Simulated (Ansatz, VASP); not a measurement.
**One calculation of CaS, two programs**

Contents of INCAR:

```
SYSTEM = CaS
ALGO = Normal ; EDIFF = 1E-6
ENCUT = 520 ; GGA = PS
ISIF = 2 ; ISMEAR = 0
LASPH = .TRUE. ; LCHARG = .FALSE.
LREAL = .FALSE. ; LWAVE = .FALSE.
NBANDS = 15 ; NELM = 100
PREC = Accurate ; SIGMA = 0.05
```

KPOINTS

```
k-points
0
G
  8 8 8
  0 0 0
```

Contents of POSCAR:

```
CaS
1.0
    0.0000000000      2.8430000000      2.8430000000
    2.8430000000      0.0000000000      2.8430000000
    2.8430000000      2.8430000000      0.0000000000
Ca S
1 1
Direct
    0.0000000000      0.0000000000      0.0000000000
    0.5000000000      0.5000000000      0.5000000000
```

Input for Ansatz:

```yaml
crystal:
  lattice:
    - [0.0, 2.843, 2.843]
    - [2.843, 0.0, 2.843]
    - [2.843, 2.843, 0.0]
  atoms:
    - { symbol: Ca, position: [0.0, 0.0, 0.0] }
    - { symbol: S, position: [0.5, 0.5, 0.5] }
basis:
  ecutwfc: 420
  ecutrho_ratio: 4
kpoints:
  mp_grid: { grid: [8, 8, 8] }
hamiltonian:
  xc: pbesol
scf:
  occupations: { method: gaussian, width: 0.05 }
output:
  forces: true
  eigenvalues: true
  stress: true
```

Alike in both runs: task single point; functional PBEsol; k mesh 8 × 8 × 8; occupations gaussian, width 0.05 eV; no spin polarisation.

```csv
,VASP,Ansatz
version,VASP 6.6.1,Ansatz 0.2.0
potentials or method,"VASP PAW PBE potentials, release 64 (Ca_sv, S)","scalar-relativistic, plane waves, PAW"
plane-wave cutoff (eV),520,420
valence electrons in the cell,16,16
```

VASP gave:

| Item | Value |
| --- | --- |
| gap on the k mesh at the Fermi level (eV) | 2.22 |
| pressure (GPa) | -1.5 |

Problem. Which values does Ansatz return?

Solution. gap on the k mesh at the Fermi level (eV): 2.23; pressure (GPa): -1.6.

Caveats: the PAW data sets were made with another functional, which shifts forces and pressure a little (VASP). A k mesh can miss the band edges. As with any semilocal functional, this PBEsol gap is likely too small.
